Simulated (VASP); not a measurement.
MnO:

```
Mn O
1.0
     0.00000    2.22391    2.22391
     2.22391    0.00000    2.22391
     2.22391    2.22391    0.00000
Mn O
1 1
Direct
  0.00000 0.00000 0.00000
  0.50000 0.50000 0.50000
```

The cell is a database's computed one.

| Item | Value |
| --- | --- |
| Program | VASP 6.6.1 |
| Task | single point |
| Functional | PBEsol |
| Potentials or basis | VASP PAW PBE potentials, release 64 (Mn_pv, O) |
| Cutoff | 520 eV |
| k mesh | 10 × 10 × 10 |
| Occupations | fermi-dirac, width 0.05 eV |
| Spin | collinear spin, ferromagnetic start |
| Starting moments | [4.0, 0.0] μB |

On this cell: pressure -6.9 GPa; largest force zero by symmetry; net moment 4.77 μB per cell; site moments Mn +4.32; O +0.20 μB; band gap on the k mesh none (metal or under the smearing width).

The same run follows on a disturbed copy (atoms moved at random, drawn with an rms of 0.05 Å):

```
Mn O
1.0
     0.00000    2.22391    2.22391
     2.22391    0.00000    2.22391
     2.22391    2.22391    0.00000
Mn O
1 1
Direct
  0.98735 0.99248 0.01714
  0.50496 0.51195 0.49104
```

**Question.** What does the disturbed cell give?

**Answer.** The energy (extrapolated to zero smearing) moves by +6.0 meV/atom; pressure -6.2 GPa; largest force 0.289 eV/Å; net moment 4.78 μB per cell; site moments Mn +4.32; O +0.20 μB; band gap on the k mesh none (metal or under the smearing width).

Forces in eV/Å, atoms in the order of the input:
```
Mn  -0.045 -0.058  0.279
O    0.045  0.058 -0.279
```

Stress tensor (GPa, compression positive):
```
-6.57 -0.01  0.05
-0.01 -6.55  0.07
 0.05  0.07 -5.45
```

Caveats: the PAW data sets were made with another functional, which shifts forces and pressure a little; a cell with one magnetic atom can't hold antiferromagnetic order, which such compounds often take; semilocal functionals often make such compounds metallic where correlation or magnetic order opens a gap, which also shifts bond lengths.
